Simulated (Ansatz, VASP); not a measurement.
**Two plane-wave programs on BN**

Contents of INCAR:

```
PREC = Accurate
ENCUT = 600
EDIFF = 1E-7
ISMEAR = -1
SIGMA = 0.05
LREAL = F
LASPH = T
NELM = 100
ALGO = Normal
ISIF = 3
LWAVE = F
LCHARG = F
GGA = PE
IBRION = 2
NSW = 60
EDIFFG = -0.01
```

File KPOINTS:

```
Automatic mesh
0
Gamma
  12 12 6
```

Contents of POSCAR:

```
BN
1.0
    2.5539396017      0.0000000000      0.0000000000
   -1.2769698009      2.2117765748      0.0000000000
    0.0000000000      0.0000000000      4.2268550000
N B
2 2
Direct
    0.3333333333      0.6666666667      0.1252760000
    0.6666666667      0.3333333333      0.6252760000
    0.3333333333      0.6666666667      0.4997240000
    0.6666666667      0.3333333333      0.9997240000
```

Contents of input.yaml:

```yaml
crystal:
  lattice:
    - [2.5539396017, 0.0, 0.0]
    - [-1.2769698009, 2.2117765748, 0.0]
    - [0.0, 0.0, 4.226855]
  atoms:
    - { symbol: "N", position: [0.3333333333, 0.6666666667, 0.125276] }
    - { symbol: "N", position: [0.6666666667, 0.3333333333, 0.625276] }
    - { symbol: B, position: [0.3333333333, 0.6666666667, 0.499724] }
    - { symbol: B, position: [0.6666666667, 0.3333333333, 0.999724] }
hamiltonian:
  xc: pbe
  pseudopotentials: { kind: paw }
kpoints:
  mp_grid: { grid: [12, 12, 6] }
scf:
  occupations: { method: fermi_dirac, width: 0.05 }
output:
  forces: true
  stress: true
  eigenvalues: true
relax:
  f_tol: 0.01
  max_steps: 40
  cell: { stress_tol: 0.05 }
```

Measurements of this composition are mostly on another form, of space group No. 194.

Alike in both runs: task relaxation of cell and atoms; functional PBE; k mesh 12 × 12 × 6; occupations fermi-dirac, width 0.05 eV; no spin polarisation.

|  | VASP | Ansatz |
| --- | --- | --- |
| version | VASP 6.6.1 | Ansatz 0.2.0 |
| potentials or method | VASP PAW PBE potentials, release 64 (N, B) | Ansatz PAW |
| plane-wave cutoff (eV) | 600 | 420 |
| valence electrons in the cell | 16 | 16 |

VASP gave:

- gap on the k mesh at the Fermi level, each at its own relaxed structure (eV): 5.21
- relaxed volume (Å³/atom): 5.97
- relaxed cell length with the largest relative difference (Å): 2.554

Task: Which values does Ansatz return?

Result: gap on the k mesh at the Fermi level, each at its own relaxed structure (eV): 5.23; relaxed volume (Å³/atom): 5.97; relaxed cell length with the largest relative difference (Å): 2.555.

Caveats: the plane-wave basis is chosen anew once the cell has moved, so the energies of steps on either side of that aren't comparable (Ansatz); the pressure holds a Pulay correction of +1.1 GPa for the finite cutoff (Ansatz). A k mesh can miss the band edges.
